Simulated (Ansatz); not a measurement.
An Ansatz input:

```yaml
crystal:
  lattice:
    - [1.5315510926, 0.8842414356, 7.4790919254]
    - [-1.5315510926, 0.8842414356, 7.4790919254]
    - [0.0, -1.7684828712, 7.4790919254]
  atoms:
    - { symbol: Li, position: [1.0, 0.0, 0.0] }
    - { symbol: Li, position: [0.2222970963, 0.2222970963, 0.2222970963] }
    - { symbol: Li, position: [0.7777029037, 0.7777029037, 0.7777029037] }
hamiltonian:
  xc: revpbe
  pseudopotentials:
    kind: paw
    azcp:
      Li: "pseudopotentials/Li.paw.azcp"
basis:
  ecutwfc: 420
  fft_grid_basis: typed
kpoints:
  mp_grid: { grid: [13, 13, 13], shift: [0, 0, 0] }
magnetization:
  spin_polarized: false
scf:
  occupations: { method: fermi_dirac, width: 0.1 }
  lower_state_search: "off"
output:
  stress: true
  write_density: true
  write_potential: true
  elf: true
  volumetric_format: npy
```

Output

```
Engine: ansatz 0.2.0, aarch64-unknown-linux-gnu
Pseudopotentials: kind: paw
Pseudopotential: Li, paw, valence charge 3, recommended cutoff 420 eV (normal) 
Functional definition: revPBE
  parameter kappa = 1.245
  parameter beta = 0.06672455060314922
  exchange = pbe_x(kappa = kappa, mu = beta*pi^2/3)
  correlation = pbe_c(beta = beta)
Crystal: 3 atoms, lattice volume = 60.772 Å³
Basis set: ecut = 420 eV, 1165 PW (Γ)
Bands: 9, of which v1, the nominal top of the filled ones, is band 5 counted from 1 (4 counted from 0)
Symmetry: 12 space group operations
Space group: R-3m (ITA 166), of the structure as read, at distance tolerance 3.9e-5 Å
k-points: 231 of 2197
Non-local potential: Li, projectors of the file, l = 0: 3, l = 1: 2, l = 2: 1
PAW form: soft (Blöchl's): semilocal exchange-correlation on the pseudo side does not see the compensation charge
PAW one-centre angular grid: Li, 110 points (default); XC on 64 Gauss nodes
Initial density: superposition of atomic densities (neutral atoms: chi_scale 0, normalization atom), corrected by the library's trained network
Initial wavefunctions: pseudopotential atomic-orbital guess
Functional: x = revpbe(κ = 1.245, μ = 0.2195149727645171), c = pbe(β = 0.06672455060314922)
SCF iter   1: F=—  HF=-615.798273 eV  |F-HF|=—  |Δ(HF+E_count)|=         —  Δρ=1.18e-3  dr2=2.84e-4  ethr=1.77e-3  ⟨swp⟩=4.1  Hψ=12236  notcnv=0
SCF iter   2: F=—  HF=-615.797565 eV  |F-HF|=—  |Δ(HF+E_count)|=   7.08e-4  Δρ=5.63e-4  dr2=8.02e-5  ethr=3.15e-6  ⟨swp⟩=2.0  Hψ=4764  notcnv=0
SCF iter   3: F=—  HF=-615.797489 eV  |F-HF|=—  |Δ(HF+E_count)|=   7.63e-5  Δρ=8.16e-5  dr2=1.19e-5  ethr=8.91e-7  ⟨swp⟩=2.6  Hψ=3123  notcnv=0
SCF iter   4: F=—  HF=-615.797497 eV  |F-HF|=—  |Δ(HF+E_count)|=   7.96e-6  Δρ=8.12e-5  dr2=4.53e-5  ethr=1.32e-7  ⟨swp⟩=1.4  Hψ=2194  notcnv=0  recentre
iter 5 did not close the SCF: its close was put off for the readings that it lacked (scf_convergence_deferred on its scf_iter line)
SCF iter   5: F=-615.797490 eV  HF=-615.797490 eV  |F-HF|=5.19e-9  |Δ(HF+E_count)|=   7.15e-6  Δρ=2.88e-6  dr2=1.10e-8  ethr=1.32e-7  ⟨swp⟩=1.1  Hψ=2115  notcnv=0
SCF iter   6: F=-615.797490 eV  HF=-615.797490 eV  |F-HF|=1.07e-10  |Δ(HF+E_count)|=   2.33e-9  Δρ=6.59e-7  dr2=3.31e-10  ethr=1.22e-10  ⟨swp⟩=3.5  Hψ=8799  notcnv=0
SCF 1 converged in 6 iterations: F = -615.797490 eV  dr2 = 3.31e-10
SCF converged after 6 iterations
Free energy (F): -615.797490 eV
Harris-Foulkes:  -615.797490 eV  (|F-HF|=1.07e-10)
Internal energy: -615.747146 eV  (E = F + TS)
E sigma→0 (E₀):  -615.772318 eV
Entropy (-TS):   -0.050344 eV (-16.781 meV/atom)
Fermi energy:    1.100091 eV
--- Per-component energies (eV) ---
  E_band       = -274.092989
  E_kinetic    = 63.660723
  E_local      = -396.650737  (includes V_loc(G=0)·N_el)
  E_nonlocal   = -99.826428
  E_hartree    = 117.837654
  E_xc         = -30.432513
  E_vxc        = -38.933811  (∫ρ·V_xc dr)
  E_paw        = -64.374767  (= ΣΔE_a)
  E_vpaw       = -38.018002  (= ΣTr[D̂ρ^β])
  E_aug_tail   = 0.000028  (compensation charges beyond the density's cutoff)
  E_ewald      = -205.961106
  E_smearing   = -0.050344  (= −TS)
  E_closure    = 0.000000  (closes the sum)
  Σ components = -615.797490   (vs F -615.797490, Δ=0.00e0)
--- Stress (GPa, compression-positive) ---
        0.536194      -0.000000       0.000000
       -0.000000       0.536194      -0.000000
        0.000000      -0.000000       0.715553
  P = ⅓ Tr σ = 0.5960 GPa (5.960 kbar)
--- Band table (eV; the first three rows and the last of 231) ---
  k-point 0: bands = ["-45.5539", "-45.5412", "-45.5397", "-2.4977", "-0.5102", "-0.5093", "6.8389", "6.8498", "14.0364"]
  k-point 1: bands = ["-45.5530", "-45.5407", "-45.5391", "-2.4016", "-0.5063", "-0.3089", "6.6803", "7.1227", "12.8568"]
  k-point 2: bands = ["-45.5504", "-45.5395", "-45.5374", "-2.1130", "-0.3032", "0.0977", "6.5994", "7.5058", "10.9111"]
  k-point 230: bands = ["-45.5493", "-45.5480", "-45.5355", "-1.9241", "-1.8722", "1.2307", "4.0737", "11.6094", "11.8411"]
```
